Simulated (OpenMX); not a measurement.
# SiO2 (I4_122) in OpenMX: notebook, part 2 of 2

OpenMX 3.8.5. Earlier steps stand in the parts before.

### Step 3. Single point, LDA, 15.20 Å³/atom

SiO2.dat

```
System.CurrrentDirectory             ./
System.Name                          SiO2
DATA.PATH                            ./DFT_DATA13
level.of.stdout                      1
level.of.fileout                     0
Species.Number                       2
<Definition.of.Atomic.Species
  Si  Si7.0-s2p2d1           Si_CA13
  O   O6.0-s2p2d1            O_CA13
Definition.of.Atomic.Species>

Atoms.Number                         12
Atoms.SpeciesAndCoordinates.Unit     FRAC
<Atoms.SpeciesAndCoordinates
    1  Si    0.8750000000    0.2636180000    0.8886180000   2.000  2.000
    2  Si    0.0136180000    0.6250000000    0.8886180000   2.000  2.000
    3  Si    0.7363820000    0.1250000000    0.1113820000   2.000  2.000
    4  Si    0.3750000000    0.9863820000    0.1113820000   2.000  2.000
    5  O     0.6337270000    0.1337270000    0.5000000000   3.000  3.000
    6  O     0.4678770000    0.9678770000    0.9357540000   3.000  3.000
    7  O     0.0321230000    0.5321230000    0.0642460000   3.000  3.000
    8  O     0.1162730000    0.1162730000    0.0000000000   3.000  3.000
    9  O     0.8837270000    0.8837270000    0.0000000000   3.000  3.000
   10  O     0.8662730000    0.3662730000    0.5000000000   3.000  3.000
   11  O     0.2821230000    0.7178770000    0.0000000000   3.000  3.000
   12  O     0.7178770000    0.2821230000    0.0000000000   3.000  3.000
Atoms.SpeciesAndCoordinates>

Atoms.UnitVectors.Unit               Ang
<Atoms.UnitVectors
    -2.8378980000    2.8378980000    5.6602100000
     2.8378980000   -2.8378980000    5.6602100000
     2.8378980000    2.8378980000   -5.6602100000
Atoms.UnitVectors>

scf.XcType                           LDA
scf.SpinPolarization                 off
scf.ElectronicTemperature            580.226
scf.energycutoff                     400.0
scf.maxIter                          100
scf.EigenvalueSolver                 band
scf.Kgrid                            7 7 7
scf.Mixing.Type                      rmm-diisk
scf.Init.Mixing.Weight               0.05
scf.Min.Mixing.Weight                0.001
scf.Max.Mixing.Weight                0.3
scf.Mixing.History                   25
scf.Mixing.StartPulay                8
scf.criterion                        1.0e-8
MD.Type                              nomd
```

Potentials or basis: OpenMX 2013 LDA set, Si7.0-s2p2d1, O6.0-s2p2d1, fixed grid of 60 × 60 × 48 points.

The run is started by

```bash
openmx SiO2.dat -nt 1 > SiO2.std
```

Wall time 5.4 min (1 thread of Arm Neoverse V2, shared host); peak memory 1.1 GiB.

Results (log left out):

| Item | Value |
| --- | --- |
| Free energy | -4006.5983 eV |
| Largest force | 0.093 eV/Å |
| Band gap on the k mesh | 5.16 eV, direct |
| Mulliken charges | Si +1.02; O -0.50, -0.51 e |

Caveat: Mulliken charges move with the basis; an odd mesh through Γ misses points on the zone boundary, where band edges often lie; the basis of atomic orbitals isn't converged, which shifts pressures, moduli and gaps.

### Step 4. Single point, LDA, 14.89 Å³/atom (volume scaled by 0.98)

SiO2.dat, as its differences from that of step 3:

```diff
@@ -30,5 +30,5 @@
 <Atoms.UnitVectors
-    -2.8378980000    2.8378980000    5.6602100000
-     2.8378980000   -2.8378980000    5.6602100000
-     2.8378980000    2.8378980000   -5.6602100000
+    -2.8188511308    2.8188511308    5.6222208688
+     2.8188511308   -2.8188511308    5.6222208688
+     2.8188511308    2.8188511308   -5.6222208688
 Atoms.UnitVectors>
@@ -38,3 +38,2 @@
 scf.ElectronicTemperature            580.226
-scf.energycutoff                     400.0
 scf.maxIter                          100
@@ -50 +49,3 @@
 MD.Type                              nomd
+scf.Ngrid                            60 60 48
+scf.energycutoff                     400.0
```

The run is started by

```bash
openmx SiO2.dat -nt 1 > SiO2.std
```

Wall time 5.5 min (1 thread of Arm Neoverse V2, shared host); peak memory 1.2 GiB.

It converged, with:

```
Free energy            : -4006.6235 eV
Largest force          : 0.296 eV/Å
Band gap on the k mesh : 5.30 eV, direct
Mulliken charges       : Si +1.01; O -0.50, -0.51 e
```

Caveat: Mulliken charges move with the basis; an odd mesh through Γ misses points on the zone boundary, where band edges often lie; the basis of atomic orbitals isn't converged, which shifts pressures, moduli and gaps.

### Step 5. Single point, LDA, 15.50 Å³/atom (volume scaled by 1.02)

SiO2.dat, as its differences from that of step 4:

```diff
@@ -30,5 +30,5 @@
 <Atoms.UnitVectors
-    -2.8188511308    2.8188511308    5.6222208688
-     2.8188511308   -2.8188511308    5.6222208688
-     2.8188511308    2.8188511308   -5.6222208688
+    -2.8566925742    2.8566925742    5.6976959269
+     2.8566925742   -2.8566925742    5.6976959269
+     2.8566925742    2.8566925742   -5.6976959269
 Atoms.UnitVectors>
```

The run is started by

```bash
openmx SiO2.dat -nt 1 > SiO2.std
```

Run time: 5.3 min. Hardware: 1 thread of Arm Neoverse V2, shared host; peak memory 1.1 GiB.

Results (log left out):

* Free energy: -4006.5044 eV
* Largest force: 0.280 eV/Å
* Band gap on the k mesh: 5.02 eV, direct
* Mulliken charges: Si +1.02; O -0.51, -0.52 e

Caveat: Mulliken charges move with the basis; an odd mesh through Γ misses points on the zone boundary, where band edges often lie; the basis of atomic orbitals isn't converged, which shifts pressures, moduli and gaps.

### Step 6. Single point, LDA, 14.59 Å³/atom (volume scaled by 0.96)

SiO2.dat, as its differences from that of step 5:

```diff
@@ -30,5 +30,5 @@
 <Atoms.UnitVectors
-    -2.8566925742    2.8566925742    5.6976959269
-     2.8566925742   -2.8566925742    5.6976959269
-     2.8566925742    2.8566925742   -5.6976959269
+    -2.7995433253    2.7995433253    5.5837112981
+     2.7995433253   -2.7995433253    5.5837112981
+     2.7995433253    2.7995433253   -5.5837112981
 Atoms.UnitVectors>
```

Potentials or basis: OpenMX 2013 LDA set, Si7.0-s2p2d1, O6.0-s2p2d1, fixed grid of 60 × 60 × 48 points.

The run is started by

```bash
openmx SiO2.dat -nt 1 > SiO2.std
```

Wall time 5.6 min (1 thread of Arm Neoverse V2, shared host); peak memory 1.2 GiB.

Results (log left out):

| Property | Result |
| --- | --- |
| Free energy | -4006.5728 eV |
| Largest force | 0.613 eV/Å |
| Band gap on the k mesh | 5.44 eV, direct |
| Mulliken charges | Si +1.01; O -0.50, -0.51 e |

Caveat: Mulliken charges move with the basis; an odd mesh through Γ misses points on the zone boundary, where band edges often lie; the basis of atomic orbitals isn't converged, which shifts pressures, moduli and gaps.

### Step 7. Single point, LDA, 15.80 Å³/atom (volume scaled by 1.04)

SiO2.dat, as its differences from that of step 6:

```diff
@@ -30,5 +30,5 @@
 <Atoms.UnitVectors
-    -2.7995433253    2.7995433253    5.5837112981
-     2.7995433253   -2.7995433253    5.5837112981
-     2.7995433253    2.7995433253   -5.5837112981
+    -2.8752430458    2.8752430458    5.7346949891
+     2.8752430458   -2.8752430458    5.7346949891
+     2.8752430458    2.8752430458   -5.7346949891
 Atoms.UnitVectors>
```

The run is started by

```bash
openmx SiO2.dat -nt 1 > SiO2.std
```

Run time: 5.4 min. Hardware: 1 thread of Arm Neoverse V2, shared host; peak memory 1.1 GiB.

Results (log left out):

* Free energy: -4006.3484 eV
* Largest force: 0.525 eV/Å
* Band gap on the k mesh: 4.86 eV, direct
* Mulliken charges: Si +1.03; O -0.51, -0.52 e

Caveat: Mulliken charges move with the basis; an odd mesh through Γ misses points on the zone boundary, where band edges often lie; the basis of atomic orbitals isn't converged, which shifts pressures, moduli and gaps.

### Step 8. Single point, LDA, 14.28 Å³/atom (volume scaled by 0.94)

SiO2.dat, as its differences from that of step 7:

```diff
@@ -30,5 +30,5 @@
 <Atoms.UnitVectors
-    -2.8752430458    2.8752430458    5.7346949891
-     2.8752430458   -2.8752430458    5.7346949891
-     2.8752430458    2.8752430458   -5.7346949891
+    -2.7799654588    2.7799654588    5.5446630884
+     2.7799654588   -2.7799654588    5.5446630884
+     2.7799654588    2.7799654588   -5.5446630884
 Atoms.UnitVectors>
```

The run is started by

```bash
openmx SiO2.dat -nt 1 > SiO2.std
```

Run time: 5.7 min. Hardware: 1 thread of Arm Neoverse V2, shared host; peak memory 1.2 GiB.

The run converged. Its results:

| Quantity | Value |
| --- | --- |
| Free energy | -4006.4376 eV |
| Largest force | 0.956 eV/Å |
| Band gap on the k mesh | 5.56 eV, direct |
| Mulliken charges | Si +1.00; O -0.49, -0.51 e |

Caveat: Mulliken charges move with the basis; an odd mesh through Γ misses points on the zone boundary, where band edges often lie; the basis of atomic orbitals isn't converged, which shifts pressures, moduli and gaps.

### Step 9. Single point, LDA, 16.11 Å³/atom (volume scaled by 1.06)

SiO2.dat, as its differences from that of step 8:

```diff
@@ -30,5 +30,5 @@
 <Atoms.UnitVectors
-    -2.7799654588    2.7799654588    5.5446630884
-     2.7799654588   -2.7799654588    5.5446630884
-     2.7799654588    2.7799654588   -5.5446630884
+    -2.8935571895    2.8935571895    5.7712226936
+     2.8935571895   -2.8935571895    5.7712226936
+     2.8935571895    2.8935571895   -5.7712226936
 Atoms.UnitVectors>
```

Potentials or basis: OpenMX 2013 LDA set, Si7.0-s2p2d1, O6.0-s2p2d1, fixed grid of 60 × 60 × 48 points.

The run is started by

```bash
openmx SiO2.dat -nt 1 > SiO2.std
```

It took 5.3 min on 1 thread of Arm Neoverse V2, shared host; peak memory 1.1 GiB.

It converged, with:

```
Free energy            : -4006.1364 eV
Largest force          : 0.757 eV/Å
Band gap on the k mesh : 4.70 eV, direct
Mulliken charges       : Si +1.03; O -0.51, -0.52 e
```

Caveat: Mulliken charges move with the basis; an odd mesh through Γ misses points on the zone boundary, where band edges often lie; the basis of atomic orbitals isn't converged, which shifts pressures, moduli and gaps.

### Step 10. Equation of state, LDA

No new run: the results of the series are fitted here.

Results (log left out):

* Equilibrium volume: 14.94 Å³/atom
* Bulk modulus at fixed shape and positions: 162 GPa
* Pressure derivative of the bulk modulus: 4.0

Energy against volume, from the lowest point:
```csv
volume (Å³/atom),energy (meV/atom)
14.283,15.49
14.587,4.22
14.891,0.00
15.195,2.10
15.499,9.93
15.803,22.92
16.107,40.59
```

Caveat: volumes in these bases differ from converged ones by about 1 %, for some elements by several; the cell was scaled at fixed shape and fractional positions, which overstates the stiffness of a crystal with free parameters, most of all of layers and chains; the basis of atomic orbitals isn't converged, which shifts pressures, moduli and gaps.
